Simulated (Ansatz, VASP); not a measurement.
# AlRu (RuAl strained to the junction's net): VASP beside Ansatz

Aim: how closely do two programs agree when they are given the same cell, functional and k mesh? The cell is generated by rule, not measured, and may not be a known phase. The structure shown is the end of the Ansatz relaxation below.

Program: Ansatz 0.2.0. Level of theory: plane waves, with VASP 6.6.1 beside it; single point at PBE. Results are calculated unless marked as measured.

The structure was built from a prototype and need not be the compound's stable phase.

### 1. The starting structure

Symmetry: P4/mmm, No. 123, tetragonal system. The conventional cell has a = 3.065 Å, b = 3.065 Å, c = 2.951 Å, α = 90.00°, β = 90.00°, γ = 90.00°. Nearest to Ru lie 8 Al at 2.62 Å. Nearest to Al lie 8 Ru at 2.62 Å. Farther neighbours are not listed.

### 2. Ansatz: relaxation, PBE

Ansatz runs on its default PAW (the set named soft_2) files.

This run makes the geometry at which the two programs are then compared.

input.yaml reads:

```yaml
crystal:
  lattice:
    - [3.065, 0.0, 0.0]
    - [0.0, 3.065, 0.0]
    - [0.0, 0.0, 2.9545]
  atoms:
    - { symbol: Ru, position: [0.0, 0.0, 0.0] }
    - { symbol: Al, position: [0.5, 0.5, 0.5] }
kpoints:
  mp_grid: { grid: [12, 12, 11] }
scf:
  occupations: { method: fermi_dirac, width: 0.1 }
  max_iter: 150
hamiltonian:
  xc: pbe
relax:
  f_tol: 0.01
  max_steps: 40
  cell: { fix: [a, b, angles] }
```

Launch:

```sh
ansatz run input.yaml --threads 4 --pin off --max-ram 12288MiB --backend cpu --events-out ev --progress --plain --runs-dir out
```

Numbers of over 12 decimals in the logs are rounded to 6 here.

Output:

```text
Engine: ansatz 0.2.0, aarch64-unknown-linux-gnu
Pseudopotentials: kind: paw
Pseudopotential: Ru, paw, valence charge 16, recommended cutoff 420 eV (normal), Ru.paw.azcp
Pseudopotential: Al, paw, valence charge 3, recommended cutoff 420 eV (normal), Al.paw.azcp
Functional definition: PBE
  parameter kappa = 0.804
  parameter beta = 0.066725
  exchange = pbe_x(kappa = kappa, mu = beta*pi^2/3)
  correlation = pbe_c(beta = beta)
Crystal: 2 atoms, lattice volume = 27.755 Å³
Basis set: ecut = 420 eV, 545 PW (Γ), exchange–correlation on 48×48×40 points (8 copies of the dense FFT grid, shifted against one another)
Bands: 14, of which v1, the nominal top of the filled ones, is band 10 counted from 1 (9 counted from 0)
Symmetry: 16 space group operations
Space group: P4/mmm (ITA 123), of the structure as read, at distance tolerance 3.0e-5 Å
k-points: 168 of 1584
Non-local potential: Ru, projectors of the file, l = 0: 3, l = 1: 2, l = 2: 2, l = 3: 1
Non-local potential: Al, projectors of the file, l = 0: 2, l = 1: 2, l = 2: 1
PAW form: soft (Blöchl's): semilocal exchange-correlation on the pseudo side does not see the compensation charge
PAW one-centre angular grid: Ru, 590 points (default); XC on 64 Gauss nodes
PAW one-centre angular grid: Al, 110 points (default); XC on 64 Gauss nodes
Initial density: superposition of atomic densities (neutral atoms: chi_scale 0, normalization atom), corrected by the library's trained network
Initial wavefunctions: pseudopotential atomic-orbital guess
Functional: x = pbe(κ = 0.804, μ = 0.219515), c = pbe(β = 0.066725)
SCF iter   1: F=—  HF=-6417.474877 eV  |F-HF|=—  |Δ(HF+E_count)|=         —  Δρ=3.83e-3  dr2=4.42e-3  ethr=1.77e-3  ⟨swp⟩=5.0  Hψ=12456  notcnv=0
preconditioner: auto → none  [metal: Δε(μ)=0.020 eV  Ē_g=8.579 eV  σ=0.100 eV  W_gap=0.05  n_scr=6 (ndim 8)  ℏωp=23.4 eV  f_vac=0.000  D(μ)=1.56/eV (n_scr^D=18)  sad-step TF]
SCF iter   2: F=—  HF=-6417.474331 eV  |F-HF|=—  |Δ(HF+E_count)|=   5.45e-4  Δρ=2.28e-3  dr2=1.85e-3  ethr=2.33e-5  ⟨swp⟩=2.0  Hψ=3929  notcnv=0
SCF iter   3: F=—  HF=-6417.473999 eV  |F-HF|=—  |Δ(HF+E_count)|=   3.33e-4  Δρ=2.67e-4  dr2=1.61e-5  ethr=9.72e-6  ⟨swp⟩=2.1  Hψ=2956  notcnv=0
SCF iter   4: F=—  HF=-6417.473976 eV  |F-HF|=—  |Δ(HF+E_count)|=   2.29e-5  Δρ=8.73e-5  dr2=6.74e-7  ethr=8.49e-8  ⟨swp⟩=2.2  Hψ=3889  notcnv=0
SCF iter   5: F=—  HF=-6417.473976 eV  |F-HF|=—  |Δ(HF+E_count)|=   2.79e-7  Δρ=2.77e-5  dr2=1.79e-7  ethr=3.55e-9  ⟨swp⟩=2.1  Hψ=3778  notcnv=0
SCF iter   6: F=-6417.473976 eV  HF=-6417.473976 eV  |F-HF|=1.46e-11  |Δ(HF+E_count)|=   4.80e-8  Δρ=3.77e-6  dr2=1.17e-9  ethr=5.26e-10  ⟨swp⟩=4.0  Hψ=7686  notcnv=0
SCF 1 converged in 6 iterations: F = -6417.473976 eV  dr2 = 1.17e-9
  greatest PAW one-centre occupation: 0.998 electrons in one spin orbital (limit 2), on the Ru atom at site 0 (counted from 0), in its partial waves of l = 0
relax step   1: F+E_penalty+E_count = -6417.47397606 eV  Δ(F+E_penalty+E_count) = +0.000e0 eV  max|allowed force component| = 3.575e-31 eV/Å  Δτ_max = 0.0000 Å  P = -4.292 GPa  Ω = 27.755 Å³  fix = [a, b, alpha, beta, gamma]  reactions: a -6.272, b -6.272 GPa  (6 SCF iters, dr2 threshold 1.00e-7 eV, accepted)
[...]
relax step   2: F+E_penalty+E_count = -6417.47401748 eV  Δ(F+E_penalty+E_count) = -4.142e-5 eV  max|allowed force component| = 1.726e-31 eV/Å  Δτ_max = 0.0000 Å  P = -4.016 GPa  Ω = 27.715 Å³  energy of the carried Pulay correction = +1.622e-5 eV  fix = [a, b, alpha, beta, gamma]  reactions: a -6.089, b -6.089 GPa  (6 SCF iters, dr2 threshold 2.00e-7 eV, accepted)
[...]
relax step   3: F+E_penalty+E_count = -6417.47401736 eV  Δ(F+E_penalty+E_count) = +1.135e-7 eV  max|allowed force component| = 4.770e-30 eV/Å  Δτ_max = 0.0000 Å  P = -4.094 GPa  Ω = 27.727 Å³  energy of the carried Pulay correction = +1.169e-5 eV  fix = [a, b, alpha, beta, gamma]  reactions: a -6.140, b -6.140 GPa  (6 SCF iters, dr2 threshold 4.10e-8 eV, accepted)
[...]
relax step   4: F+E_penalty+E_count = -6417.47400809 eV  Δ(F+E_penalty+E_count) = +9.279e-6 eV  max|allowed force component| = 4.672e-30 eV/Å  Δτ_max = 0.0000 Å  P = -4.094 GPa  Ω = 27.727 Å³  fix = [a, b, alpha, beta, gamma]  reactions: a -6.140, b -6.140 GPa  stress off target by 8.75e-4 GPa on what of the cell is left free  SCF on the basis re-selected at this cell (its energy is not comparable with the rows above)  (8 SCF iters)
basis re-selected at this cell: Δ(F+E_penalty+E_count) = +9.279e-6 eV, ΔP = -0.000 GPa vs the last step (what re-selecting the basis moved, of the pressure what is left beyond the Pulay correction that the steps carried, after the strain that the cell walked since its last selection, with what the two solves' SCF thresholds leave and, on support functions, any second-order correction that the steps lacked; it is no m [...]
SCF converged after 8 iterations
Free energy (F): -6417.474008 eV
Harris-Foulkes:  -6417.474008 eV  (|F-HF|=0.00e0)
Internal energy: -6417.422131 eV  (E = F + TS)
E sigma→0 (E₀):  -6417.448070 eV
Entropy (-TS):   -0.051877 eV (-25.939 meV/atom)
Fermi energy:    15.467519 eV
--- Per-component energies (eV) ---
  E_band       = -131.296471
  E_kinetic    = 541.463816
  E_local      = -1832.509731  (includes V_loc(G=0)·N_el)
  E_nonlocal   = 354.430807
  E_hartree    = 650.900794
  E_xc         = -231.506620
  E_vxc        = -269.770459  (∫ρ·V_xc dr)
  E_paw        = -3929.068291  (= ΣΔE_a)
  E_vpaw       = -226.712321  (= ΣTr[D̂ρ^β])
  E_aug_tail   = -0.000172  (compensation charges beyond the density's cutoff)
  E_ewald      = -1971.132734
  E_smearing   = -0.051877  (= −TS)
  E_closure    = 0.000000  (closes the sum)
  Σ components = -6417.474008   (vs F -6417.474008, Δ=0.00e0)
--- Forces (eV/Å), atoms counted from 1 ---
  atom   1  Ru     0.00000000     0.00000000     0.00000000
  atom   2  Al    -0.00000000    -0.00000000     0.00000000
  max |Σ_I F_I| component: 3.28e-30 eV/Å
--- Stress (GPa, compression-positive) ---
       -6.140226      -0.000000      -0.000000
       -0.000000      -6.140226      -0.000000
       -0.000000      -0.000000      -0.000875
  P = ⅓ Tr σ = -4.0938 GPa (-40.938 kbar)
--- Relaxed structure (3 steps of the walk, 3 accepted, 1 SCFs on fresh bases) ---
  F+E_penalty+E_count = -6417.47400809 eV   max|allowed force component| = 4.672e-30 eV/Å   (the final SCF, on the basis selected at the relaxed cell)
  cell:  # Å, volume = 27.7266 Å³
    - [3.065, 0.0, 0.0]
    - [0.0, 3.065, 0.0]
    - [0.0, 0.0, 2.951451]
  atoms:
    - { symbol: Ru, position: [0, 0, 0.0] }
    - { symbol: Al, position: [0.5, 0.5, 0.500000] }
```

The column dr2 measures how far the density is from self-consistency, as an energy; F and HF (Harris–Foulkes) agree once it is small.

### 3. VASP: single point, PBE

The same cell, functional, mesh and smearing now go to VASP, with its own data sets.

Lines of VASP's logs that name or quote its potential files are left out, and so is its time.

INCAR reads:

```
SYSTEM = AlRu
PREC = Accurate
ENCUT = 500
EDIFF = 1E-06
NELM = 120
ISMEAR = -1
SIGMA = 0.1
LREAL = .FALSE.
ALGO = Normal
GGA = PE
NBANDS = 14
LASPH = .TRUE.
LORBIT = 11
LWAVE = .FALSE.
LCHARG = .FALSE.
ISIF = 2
GGA_COMPAT = .FALSE.
```

POSCAR reads:

```
AlRu
1.0
    3.0650000000      0.0000000000      0.0000000000
    0.0000000000      3.0650000000      0.0000000000
    0.0000000000      0.0000000000      2.9514507726
Ru Al
1 1
Direct
    0.0000000000      0.0000000000      0.0000000000
    0.5000000000      0.5000000000      0.5000000000
```

KPOINTS reads:

```
Automatic mesh
0
Gamma
12 12 11
0 0 0
```

Potentials, in the order of the species: Ru_pv and Al (PBE family, release 64).

Launch:

```sh
mpirun -np 1 vasp_std
```

Output:

```text
[banner, memory and clock lines left out]
running    1 mpi-ranks, on    1 nodes
 distrk:  each k-point on    1 cores,    1 groups
 distr:  one band on    1 cores,    1 groups

 POSCAR found type information on POSCAR RuAl
 POSCAR found :  2 types and       2 ions
 LDA part: xc-table for (Slater+PW92), standard interpolation
 POSCAR, INCAR and KPOINTS ok, starting setup
 FFT: planning ... GRIDC
 FFT: planning ... GRID_SOFT
 FFT: planning ... GRID
 WAVECAR not read
 entering main loop
       N       E                     dE             d eps       ncg     rms          rms(c)
DAV:   1     0.110074252833E+03    0.11007E+03   -0.89227E+03  4776   0.109E+03
DAV:   2    -0.130501246714E+02   -0.12312E+03   -0.11757E+03  5178   0.308E+02
DAV:   3    -0.149104299905E+02   -0.18603E+01   -0.18468E+01  5940   0.398E+01
DAV:   4    -0.149254403630E+02   -0.15010E-01   -0.15005E-01  5568   0.374E+00
DAV:   5    -0.149257969830E+02   -0.35662E-03   -0.35661E-03  6632   0.485E-01    0.113E+01
DAV:   6    -0.143600685313E+02    0.56573E+00   -0.27037E+00  4890   0.187E+01    0.230E+00
DAV:   7    -0.142811433470E+02    0.78925E-01   -0.23483E-01  4866   0.567E+00    0.190E+00
DAV:   8    -0.142655966937E+02    0.15547E-01   -0.19939E-02  5742   0.126E+00    0.191E-01
DAV:   9    -0.142654382287E+02    0.15846E-03   -0.49047E-04  6176   0.160E-01    0.123E-01
DAV:  10    -0.142654321139E+02    0.61148E-05   -0.38787E-05  5814   0.718E-02    0.741E-03
DAV:  11    -0.142654306626E+02    0.14512E-05   -0.27640E-06  5922   0.186E-02    0.580E-03
DAV:  12    -0.142654303169E+02    0.34568E-06   -0.79382E-08  4020   0.271E-03
   1 F= -.14265430E+02 E0= -.14239485E+02  d E =-.518914E-01
```

Parts of OUTCAR (step 3):

```text
ion  position               nearest neighbor table
   1  0.000  0.000  0.000-   2 2.62   2 2.62   2 2.62   2 2.62   2 2.62   2 2.62   2 2.62   2 2.62

  LATTYP: Found a simple tetragonal cell.
 ALAT       =     3.0650000000
 C/A-ratio  =     0.9629529438

 Subroutine GETGRP returns: Found 16 space group operations
 (whereof 16 operations were pure point group operations)

The static configuration has the point symmetry D_4h.

 Found    168 irreducible k-points:

   k-points           NKPTS =    168   k-points in BZ     NKDIM =    168   number of bands    NBANDS=     14

   dimension x,y,z NGX =    24 NGY =   24 NGZ =   24
   dimension x,y,z NGXF=    48 NGYF=   48 NGZF=   48

   ENCUT  =  500.0 eV  36.75 Ry    6.06 a.u.   5.59  5.59  5.38*2*pi/ulx,y,z

   NELECT =      17.0000    total number of electrons

 k-points in reciprocal lattice and weights: Automatic mesh
   0.00000000  0.00000000  0.00000000       0.001
   0.08333333  0.00000000  0.00000000       0.003
   0.16666667  0.00000000  0.00000000       0.003
   0.25000000  0.00000000  0.00000000       0.003
   0.33333333  0.00000000  0.00000000       0.003
   0.41666667  0.00000000  0.00000000       0.003
   0.50000000  0.00000000  0.00000000       0.001
   0.08333333  0.08333333  0.00000000       0.003
   0.16666667  0.08333333  0.00000000       0.005
[...]
0.50000000  0.41666667  0.45454545       0.005
   0.50000000  0.50000000  0.45454545       0.001

 average (electrostatic) potential at core
       1 -68.6149       2 -69.1626

 E-fermi :  10.2528

 k-point     1 :       0.0000    0.0000    0.0000
  band No.  band energies     occupation
    ...
      3     -31.4994      2.00000
      4       0.7584      2.00000
      5       6.8452      2.00000
      6       6.8469      2.00000
      7      10.2471      1.02844
      8      10.4831      0.18171
      9      10.4831      0.18171
     10      15.7671      0.00000
     11      15.7671      0.00000
     12      16.9172      0.00000
    ...

 k-point     2 :       0.0833    0.0000    0.0000
  band No.  band energies     occupation
    ...
      4       0.8848      2.00000
      5       6.8766      2.00000
      6       6.8888      2.00000
      7      10.0895      1.67323
      8      10.3519      0.54142
      9      10.4969      0.16022
     10      15.1835      0.00000
     11      16.0302      0.00000
     12      17.1515      0.00000
     13      20.6535      0.00000
    ...

 k-point     3 :       0.1667    0.0000    0.0000
  band No.  band energies     occupation
    ...
      4       1.2570      2.00000
      5       6.9200      2.00000
      6       7.0073      2.00000
      7       9.7096      1.99129
      8      10.0261      1.81215
      9      10.5348      0.11253
     10      14.0280      0.00000
     11      16.7266      0.00000
     12      17.7868      0.00000
     13      19.9815      0.00000
    ...

  Total       -1.0693665     -1.0693665     -0.0047857      0.0000000      0.0000000      0.0000000
  in kB      -61.7931943    -61.7931943     -0.2765394      0.0000000      0.0000000      0.0000000
  external PRESSURE =     -41.2876427 kB  Pullay stress =       0.0000000 kB

  energy-cutoff  :      500.00
  volume of cell :       27.73
      direct lattice vectors                 reciprocal lattice vectors
     3.065000000  0.000000000  0.000000000     0.326264274  0.000000000  0.000000000
     0.000000000  3.065000000  0.000000000     0.000000000  0.326264274  0.000000000
     0.000000000  0.000000000  2.951450773     0.000000000  0.000000000  0.338816425

 POSITION                                       TOTAL-FORCE (eV/Angst)
 -----------------------------------------------------------------------------------
      0.00000      0.00000      0.00000         0.000000      0.000000      0.000000
      1.53250      1.53250      1.47573         0.000000      0.000000      0.000000
 -----------------------------------------------------------------------------------
    total drift:                                0.000000      0.000000      0.000000

  FREE ENERGIE OF THE ION-ELECTRON SYSTEM (eV)
  ---------------------------------------------------
  free  energy   TOTEN  =       -14.2654303169 eV

  energy  without entropy=      -14.2135389011  energy(sigma->0) =      -14.23948461

 total charge
# of ion       s       p       d       tot
------------------------------------------
    1        0.326   6.228   6.172  12.726
    2        0.387   0.402   0.000   0.789
--------------------------------------------------
tot          0.712   6.630   6.172  13.515

[... 3 further parts left out ...]
```

The run ends at a pressure of -4.13 GPa.

### 4. Side by side

Known differences besides the potentials themselves: the data sets hold 19 valence electrons in Ansatz (on its default PAW (the set named soft_2) files) and 17 in VASP; the cutoff is 420 eV in Ansatz and 500 eV in VASP; Ansatz's pressure holds a Pulay correction, VASP's none. Total energies have different zeros and are not compared.

Both answers:

| quantity | Ansatz | VASP | difference |
| --- | --- | --- | --- |
| pressure (GPa) | -4.09 | -4.13 | +0.03 |

### 5. Summary of results

```yaml
difference_in_pressure_single_point_pbe: 0.035 GPa
```

**Reading.** The difference in pressure is 0.035 GPa (single point, PBE), within the 1 GPa picked in this series as the mark of a large difference. The data sets hold unlike numbers of valence electrons (19 in Ansatz and 17 in VASP), so part of the differences comes from the potentials. Such differences can come from data sets, numerical settings and the points named under the comparisons, not from the functional's error against experiment.

[Lines on the potential files, build, host, timing and source positions are cut from VASP's logs without a mark.]

[Logs are printed without paths, hosts, clocks, repeated set-up lines and the standing remarks that a program may print on its own settings, such as how far it seeks lower states.]

[Hosts, paths, dates, database ids (printed as entryN), source tags and the programs' standing remarks are cut or masked in the printed files.]
